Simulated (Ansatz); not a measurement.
**Fitting the r2SCAN energy curve of Li2Se**

Symmetry: Fm-3m, No. 225, cubic system. Conventional cell: a = 6.005 Å, b = 6.005 Å, c = 6.005 Å, α = 90.00°, β = 90.00°, γ = 90.00°. Se (site symmetry m-3m) is surrounded by 8 Li at 2.60 Å. Around Li (site symmetry -43m) lie 4 Se at 2.60 Å.

The cell was scaled at fixed shape and fractions and run with Ansatz, Ansatz PAW, cutoff 500 eV; r2SCAN, k mesh 8 × 8 × 8 on the cell of 3 atoms, fermi-dirac occupations of 0.05 eV, no spin polarisation, no spin-orbit coupling. The potentials were made for PBE. Energies are those that the program minimises, any entropy of the smearing included.

```tsv
V (Å³/atom)	energy over the lowest row (meV/atom)
16.9623	5.298
17.3232	1.726
17.6841	0.018
18.0450	0.000
18.4059	?
18.7668	4.409
19.1277	8.562
```

Task: Fit the third-order Birch-Murnaghan form, give V0, B0 and B′, and predict the energy left open.

Result: With y = (V0/V)^(2/3), E = E0 + (9 V0 B0/16) [(y - 1)³ B′ + (y - 1)² (6 - 4y)]. Least squares through the rows shown give V0 = 17.8672 Å³/atom, E0 = -0.192 meV, B0 = 35.27 GPa (1 eV/Å³ = 160.218 GPa) and B′ = 3.90, with a largest miss of 0.001 meV. At V = 18.4059 the form with these constants gives 1.511 meV; the run gave 1.511 meV an atom.
